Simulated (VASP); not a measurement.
## BeTe (rocksalt), r²SCAN relaxation of cell and atoms: Ansatz's output and VASP's

Start cell

```
CELL_PARAMETERS angstrom
0.00000 2.67878 2.67878
2.67878 0.00000 2.67878
2.67878 2.67878 0.00000
ATOMIC_POSITIONS crystal
Be 0.00000 0.00000 0.00000
Te 0.50000 0.50000 0.50000
```

Ansatz printed

```
basis re-selected at this cell: Δ(F+E_penalty+E_count) = -2.229e-5 eV, ΔP = +0.001 GPa vs the last step (what re-selecting the basis moved, of the pressure what is left beyond the Pulay correction that the steps carried, after the strain that the cell walked since its last selection, with what the two solves' SCF thresholds leave and, on support functions, any second-order correction that the steps lacked; it is no measure of the basis error at this ecutwfc). This SCF's stress stands 1.89e-3 GPa from its target on what of the cell is left free (relax.cell.stress_tol is 5.00e-2 GPa) and its largest allowed force component is 1.01e-29 eV/Å (relax.f_tol is 5.00e-3 eV/Å): within both
SCF converged after 3 iterations
Free energy (F): -7087.915542 eV
Harris-Foulkes:  -7087.915542 eV  (|F-HF|=1.14e-10)
Internal energy: -7087.914724 eV  (E = F + TS)
E sigma→0 (E₀):  -7087.915133 eV
Entropy (-TS):   -0.000817 eV (-0.409 meV/atom)
Fermi energy:    9.875777 eV
--- Per-component energies (eV) ---
  E_band       = -243.728347
  E_kinetic    = 198.399203
  E_local      = -1196.065115  (includes V_loc(G=0)·N_el)
  E_nonlocal   = -306.050082
  E_hartree    = 789.341612
  E_xc         = -133.250353
  E_vxc        = -132.931535  (∫ρ·V_xc dr)
  E_paw        = -4747.680051  (= ΣΔE_a)
  E_vpaw       = -393.430064  (= ΣTr[D̂ρ^β])
  E_aug_tail   = -0.000039  (compensation charges beyond the density's cutoff)
  E_vtau       = 7.666047  (kinetic-family band-sum trace: ∫τ·v_τ [+ j·A + Jᵃ·Aᵃ] dr)
  E_ewald      = -1692.882727
  E_core_change = 0.272828  (= ΣΔE_core)
  E_smearing   = -0.000817  (= −TS)
  E_closure    = -0.000000  (closes the sum)
  Σ components = -7087.915542   (vs F -7087.915542, Δ=0.00e0)
--- Forces (eV/Å), atoms counted from 1 ---
  atom   1  Be    -0.00000000     0.00000000    -0.00000000
  atom   2  Te     0.00000000     0.00000000    -0.00000000
  max |Σ_I F_I| component: 1.98e-29 eV/Å
--- Stress (GPa, compression-positive) ---
       -0.001889       0.000000      -0.000000
        0.000000      -0.001889       0.000000
       -0.000000      -0.000000      -0.001889
  P = ⅓ Tr σ = -0.0019 GPa (-0.019 kbar)
--- Relaxed structure (3 steps of the walk, 2 accepted, 1 SCFs on fresh bases) ---
  F+E_penalty+E_count = -7087.91554150 eV   max|allowed force component| = 1.007e-29 eV/Å   (the final SCF, on the basis selected at the relaxed cell)
  cell:  # Å, volume = 38.6370 Å³
    - [5.09537203289559e-35, 2.683229883447225, 2.683229883447225]
    - [2.683229883447225, 5.732293537007539e-35, 2.683229883447225]
    - [2.683229883447225, 2.683229883447225, -6.36921504111948e-36]
  atoms:
    - { symbol: Be, position: [1.6602640944465363e-47, -1.6432357447599054e-47, -1.626207395073274e-47] }
    - { symbol: Te, position: [0.5, 0.5, 0.5] }
```

Datasets and cutoffs are each program's own. VASP's cell holds 8 valence electrons and Ansatz's 18.

Task: What does VASP give for the same cell and level of theory?

Result: relaxed cell vector lengths 3.795, 3.795, 3.795 Å; relaxed cell volume 38.65 Å³.

From OUTCAR

```
k-points           NKPTS =     29   k-points in BZ     NKDIM =     29   number of bands    NBANDS=     11

   NELECT =       8.0000    total number of electrons

   dimension x,y,z NGX =    30 NGY =   30 NGZ =   30
   dimension x,y,z NGXF=    60 NGYF=   60 NGZF=   60

  energy-cutoff  :      600.00
  volume of cell :       38.65
      direct lattice vectors                 reciprocal lattice vectors
    -0.000000000  2.683453369  2.683453369    -0.186327069  0.186327069  0.186327069
     2.683453369 -0.000000000  2.683453369     0.186327069 -0.186327069  0.186327069
     2.683453369  2.683453369 -0.000000000     0.186327069  0.186327069 -0.186327069

 k-points in reciprocal lattice and weights: KPOINTS created by Atomic Simulation Env
   0.00000000  0.00000000  0.00000000       0.002
   0.12500000  0.00000000  0.00000000       0.016
   0.25000000  0.00000000  0.00000000       0.016
   0.37500000  0.00000000  0.00000000       0.016
   0.50000000  0.00000000  0.00000000       0.008
   0.12500000  0.12500000  0.00000000       0.012
   0.25000000  0.12500000  0.00000000       0.047
   0.37500000  0.12500000  0.00000000       0.047
   ...

 E-fermi :   7.1902

 k-point     1 :       0.0000    0.0000    0.0000
  band No.  band energies     occupation
      1      -6.8054      2.00000
      2       6.8399      2.00000
      3       6.8399      2.00000
      4       6.8399      2.00000
      5      10.7810      0.00000
      6      14.0380      0.00000
      7      14.0380      0.00000
      8      14.0380      0.00000
      9      14.4052      0.00000
     10      14.4052      0.00000
     11      14.4052      0.00000

 k-point     2 :       0.1250    0.0000    0.0000
  band No.  band energies     occupation
      1      -6.5999      2.00000
      2       5.3732      2.00000
      3       6.7980      2.00000
      4       6.7980      2.00000
      5      11.4006      0.00000
      6      12.9270      0.00000
      7      12.9270      0.00000
      8      13.8673      0.00000
      9      14.4632      0.00000
     10      14.9041      0.00000
     11      14.9041      0.00000

 k-point     3 :       0.2500    0.0000    0.0000
  band No.  band energies     occupation
      1      -6.0158      2.00000
      2       2.9691      2.00000
      3       6.7429      2.00000
      4       6.7429      2.00000
      5      11.2261      0.00000
      6      11.3428      0.00000
      7      11.3428      0.00000
      8      13.6439      0.00000
      9      15.8886      0.00000
     10      16.2847      0.00000
     11      16.2847      0.00000

 k-point     4 :       0.3750    0.0000    0.0000
  band No.  band energies     occupation
      1      -5.2119      2.00000
      2       0.9184      2.00000
      3       6.7621      2.00000
      4       6.7621      2.00000
      5      10.1878      0.00000
      6      10.1878      0.00000
      7      10.7941      0.00000
      8      13.3632      0.00000
      9      18.1436      0.00000
     10      18.3679      0.00000
     11      18.3679      0.00000

 k-point     5 :       0.5000    0.0000    0.0000
  band No.  band energies     occupation
      1      -4.7396      2.00000
      2       0.0134      2.00000
      3       6.7995      2.00000
      4       6.7995      2.00000
      5       9.7527      0.00000
      6       9.7527      0.00000
      7      10.6278      0.00000
      8      13.2533      0.00000
      9      20.1794      0.00000
     10      20.6708      0.00000
     11      20.6708      0.00000

 k-point     6 :       0.1250    0.1250    0.0000
  band No.  band energies     occupation
      1      -6.5306      2.00000
      2       5.8558      2.00000
      3       6.2159      2.00000
      4       6.2159      2.00000
      5      11.3445      0.00000
      6      12.1817      0.00000
      7      13.2367      0.00000
      8      14.2732      0.00000
      9      14.2732      0.00000
     10      15.6968      0.00000
     11      15.6968      0.00000

 k-point     7 :       0.2500    0.1250    0.0000
  band No.  band energies     occupation
      1      -6.0688      2.00000
      2       3.8131      2.00000
      3       5.8097      2.00000
      4       6.3345      2.00000
      5       9.8930      0.00000
      6      12.5729      0.00000
      7      13.4002      0.00000
      8      13.4386      0.00000
      9      14.4622      0.00000
     10      17.1048      0.00000
     11      17.1636      0.00000

 k-point     8 :       0.3750    0.1250    0.0000
  band No.  band energies     occupation
      1      -5.3169      2.00000
      2       1.6618      2.00000
      3       5.7272      2.00000
      4       6.0064      2.00000
      5       9.1909      0.00000
      6      12.0497      0.00000
      7      12.2858      0.00000
      8      14.2105      0.00000
      9      15.0419      0.00000
     10      19.1407      0.00000
     11      19.2091      0.00000

 ...

  Total        0.0015555      0.0015555      0.0015555     -0.0000000     -0.0000000      0.0000000
  in kB        0.0644877      0.0644877      0.0644877     -0.0000000     -0.0000000      0.0000000
  external PRESSURE =       0.0644877 kB  Pullay stress =       0.0000000 kB

 POSITION                                       TOTAL-FORCE (eV/Angst)
 -----------------------------------------------------------------------------------
      0.00000      0.00000      0.00000         0.000000      0.000000     -0.000000
      2.68345      2.68345      2.68345        -0.000000     -0.000000      0.000000
 -----------------------------------------------------------------------------------
    total drift:                               -0.000000     -0.000000      0.000000

  FREE ENERGIE OF THE ION-ELECTRON SYSTEM (eV)
  ---------------------------------------------------
  free  energy   TOTEN  =       -29.5107239091 eV

  energy  without entropy=      -29.5099264319  energy(sigma->0) =      -29.51032517
```
